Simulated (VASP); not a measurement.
**Al: relaxation of cell and atoms with LDA**

Al:

```
Al
1.0
    -1.59122    1.59122    1.59122
     1.59122   -1.59122    1.59122
     1.59122    1.59122   -1.59122
Al
1
Direct
  0.00000 0.00000 0.00000
```

This isn't the form of Al at room conditions, which is fcc.

```yaml
Program: VASP 6.6.1
Task: relaxation of cell and atoms
Functional: LDA
Potentials_or_basis: VASP PAW LDA potentials, release 64 (Al)
Cutoff: 600 eV
k_mesh: 10 × 10 × 10
Occupations: methfessel-paxton, width 0.15 eV
Spin: no spin polarisation
Dipole_correction: no
Further_INCAR_settings: ALGO = Normal; EDIFF = 1e-07; IBRION = 2; EDIFFG = -0.03; NSW = 80; ISIF = 3
```

```
Relaxed volume                         : 16.35 Å³/atom
Relaxed cell                           : a = 2.769 Å, b = 2.769 Å, c = 2.769 Å, α = 109.47°, β = 109.47°, γ = 109.47°
Space group after relaxing (to 0.05 Å) : Im-3m (No. 229)
Energy gained by relaxing              : 0.6 meV/atom
Ionic steps                            : 2
Pressure after relaxing                : -0.1 GPa
Band gap on the k mesh                 : none (metal or under the smearing width)
```

The path:
```
step  energy change (eV)  largest force (eV/Å)  pressure (GPa)  volume (Å³)
   1              0.0000                0.0000            1.00        16.12
   2             -0.0006                0.0000           -0.13        16.35
```

Final structure:
```
Al
1.0
    -1.59896    1.59896    1.59896
     1.59896   -1.59896    1.59896
     1.59896    1.59896   -1.59896
Al
1
Direct
  0.00000 0.00000 0.00000
```

Levels at points of the mesh, in eV from the Fermi level:
| k point | band 1 | band 2 | band 3 | band 4 | band 5 |
| --- | --- | --- | --- | --- | --- |
| (0.00, 0.00, 0.00) | -11.13 | 13.28 | 13.28 | 13.28 | 14.59 |
| (0.50, 0.00, 0.00) | -4.28 | -3.86 | 8.13 | 8.33 | 10.02 |
| (0.50, 0.50, 0.50) | 1.88 | 1.88 | 1.88 | 3.07 | 3.07 |

It took 3.9 s on 1 thread of AMD EPYC 9R45 (Zen 5) (shared host), peak memory 0.09 GiB.
